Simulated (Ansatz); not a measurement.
## Energy ranking of TiC structures

Theory: Ansatz 0.2.0, DFT r2SCAN, scalar-relativistic, plane waves, PAW. Settings: cutoff 500 eV, Γ-centred meshes no coarser than 0.19 Å⁻¹ for metals and 0.3 Å⁻¹ for insulators (2π included), Gaussian smearing.

Temperature and zero-point effects are left out. The comparison covers the computed candidates alone. The k mesh leaves about 4 meV/atom of noise in metals. No run is spin-polarised.

| # | started from | space group | atoms | V (Å³/atom) | ΔE (meV/atom) | gap on mesh (eV) |
| --- | --- | --- | --- | --- | --- | --- |
| 1 | database cell | Fm-3m (No. 225) | 2 | 10.1 | 0 | 0.00 |
| 2 | wurtzite type, changed | P6_3/mmc (No. 194) | 4 | 12.1 | 237 | 0.00 |
| 3 | AuCd (B19) type, changed | Cmmm (No. 65) | 2 | 10.6 | 814 | 0.00 |

The lowest structure: Space group Fm-3m (No. 225), cubic, a = 4.328 Å. Around Ti lie 6 C at 2.16 Å; around C lie 6 Ti at 2.16 Å. Its energy against the elements is -0.98 eV/atom. The zero of energy is the lowest elemental structures computed at the same level; no fitted shifts are applied.

```xyz
2
Lattice="0.0000 2.1639 2.1639 2.1639 0.0000 2.1639 2.1639 2.1639 0.0000" Properties=species:S:1:pos:R:3 pbc="T T T"
Ti    0.0000    0.0000    0.0000
C     2.1639    2.1639    2.1639
```

The second: Space group P6_3/mmc (No. 194), hexagonal, a = 3.605 Å, c = 4.285 Å. Around Ti lie 5 C at 2.08–2.14 Å; around C lie 5 Ti at 2.08–2.14 Å.